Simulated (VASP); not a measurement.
Input of a VASP 6.6.1 run:

INCAR

```
  PREC = Accurate
  ENCUT = 520
  EDIFF = 1E-6
  ISMEAR = 0
  SIGMA = 0.1
  LREAL = F
  LASPH = T
  NELM = 100
  ALGO = Normal
  ISIF = 2
  LWAVE = F
  LCHARG = T
  GGA = PS
  LELF = T
  LVHAR = T
  NBANDS = 17
```

The input KPOINTS:

```
regular mesh
0
Gamma
  6 6 6
```

The input POSCAR:

```
PbS
1.0
    2.1126617058      1.2197458045      3.4519162518
   -2.1126617058      1.2197458045      3.4519162518
    0.0000000000     -2.4394916091      3.4519162518
Pb S
1 1
Direct
    0.9805657800      0.9805657800      0.9805657800
    0.4750355500      0.4750355500      0.4750355500
```

Potentials or basis: VASP PAW PBE potentials, release 64 (Pb_d, S).

The run is started by

```sh
$ cat potpaw_PBE.64/Pb_d/POTCAR potpaw_PBE.64/S/POTCAR > POTCAR
$ mpirun -np 1 vasp_std > vasp.out
```

What does it give for the pressure?

-2.1 GPa.

Estimate the band gap on the k mesh.

0.36 eV, direct.

Caveat: the PAW data sets were made with another functional, which shifts forces and pressure a little; spin-orbit coupling is left out, which as a rule narrows the gap of such compounds by several tenths of an eV. A k mesh can miss the band edges.
